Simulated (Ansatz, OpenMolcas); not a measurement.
# Errors in the atomisation enthalpy at 298 K

6 molecules, all hydrocarbons; the atomisation enthalpy at 298 K in kJ/mol, computed less measured. Shapes, held fixed at every level: PBE0-D4/def2-TZVP. Flexible molecules stand in one conformer, not always the lowest. Thermal terms are harmonic and unscaled (PBE0-D4/def2-TZVP); the spin-orbit lowering of the free atoms is taken from their spectra. Programs: Ansatz 0.2.0, OpenMolcas 26.06. Measured values: Active Thermochemical Tables, CRC Handbook of Chemistry and Physics.

Levels: A = HF/3-21G; B = HF/def2-TZVPP; C = B3LYP/6-31G* (Cartesian functions); D = B2PLYP/def2-TZVPP; E = CCSD(T)/def2-SVP.

```
                    molecule  from tabulated heats      A      B    C    D     E
            C2H2 (acetylene)                  1641   -540   -469  -37  -13   -80
             C2H4 (ethylene)                  2253   -645   -569  -14  -18   -93
C3H3 (cyclopropenyl radical)                  2318   -843   -667  -13  -13  -100
         C4H6 (SMILES CC#CC)                  4030  -1184  -1054  -27  -31  -165
             C4H8 (1-butene)                  4612  -1298  -1163  -25  -43  -180
          C4H8 (cyclobutane)                  4584  -1309  -1176  -22  -48  -174
```

(1) Sum up the errors.

Answers

(1) 
```csv
level,kind,mean error,mean absolute error,worst case
HF/3-21G,Hartree–Fock,-969.8,969.8,C4H8 (cyclobutane)
HF/def2-TZVPP,Hartree–Fock,-849.7,849.7,C4H8 (cyclobutane)
B3LYP/6-31G* (Cartesian functions),global hybrid,-23.0,23.0,C2H2
B2PLYP/def2-TZVPP,double hybrid,-27.7,27.7,C4H8 (cyclobutane)
CCSD(T)/def2-SVP,coupled cluster or CI,-132.0,132.0,C4H8 (1-butene)
```

On this set B3LYP/6-31G* (Cartesian functions) has the smallest mean absolute error and HF/3-21G the largest. HF/3-21G is too low in 6 of 6; HF/def2-TZVPP is too low in 6 of 6; B3LYP/6-31G* (Cartesian functions) is too low in 6 of 6; B2PLYP/def2-TZVPP is too low in 6 of 6; CCSD(T)/def2-SVP is too low in 6 of 6. Heats of the atoms come from ATcT where it has them. The levels differ in basis as well as in method. A functional in a double-zeta set wins here by errors that cancel. For HF/3-21G and HF/def2-TZVPP and B2PLYP/def2-TZVPP and CCSD(T)/def2-SVP the error tends to grow with the atomisation enthalpy. Hartree–Fock lacks correlation and underbinds. Correlated wave functions converge slowly with the basis. Open shells run unrestricted. The set is small.
